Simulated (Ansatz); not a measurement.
## Ir: equation of state with r2SCAN

The system is Ir.

```
CELL_PARAMETERS angstrom
2.75138 0.00000 0.00000
-1.37569 2.38276 0.00000
0.00000 0.00000 4.46229
ATOMIC_POSITIONS crystal
Ir 0.33333 0.66667 0.25000
Ir 0.66667 0.33333 0.75000
```

This isn't the form of Ir at room conditions, which is fcc.

```json
{
 "Program": "Ansatz 0.2.0",
 "Task": "equation of state",
 "Functional": "r2SCAN",
 "Potentials or basis": "Ansatz PAW",
 "Cutoff": "500 eV",
 "Density cutoff": "2000 eV",
 "k mesh": "11 × 11 × 6",
 "Occupations": "fermi-dirac, width 0.05 eV",
 "Spin": "no spin polarisation"
}
```

| Item | Value |
| --- | --- |
| Equilibrium volume | 14.27 Å³/atom |
| Bulk modulus at fixed shape and positions | 373 GPa |
| Pressure derivative of the bulk modulus | 5.2 |

Energy against volume, from the lowest point:
```
volume (Å³/atom)  energy (meV/atom)
          13.749              23.56
          14.042               4.07
          14.335               0.00
          14.627               9.56
          14.920              31.12
          15.212              63.25
          15.505             104.68
```

All runs of the series together: 21 s on 2 threads of Intel(R) Xeon(R) Platinum 8488C (Sapphire Rapids), on a shared host.

Caveat: the cell was scaled at fixed shape and fractional positions, which overstates the stiffness of a crystal with free parameters, most of all of layers and chains; the PAW data sets were made with another functional, which shifts forces and pressure a little. Spin-orbit coupling is left out, which matters for the levels of Ir.
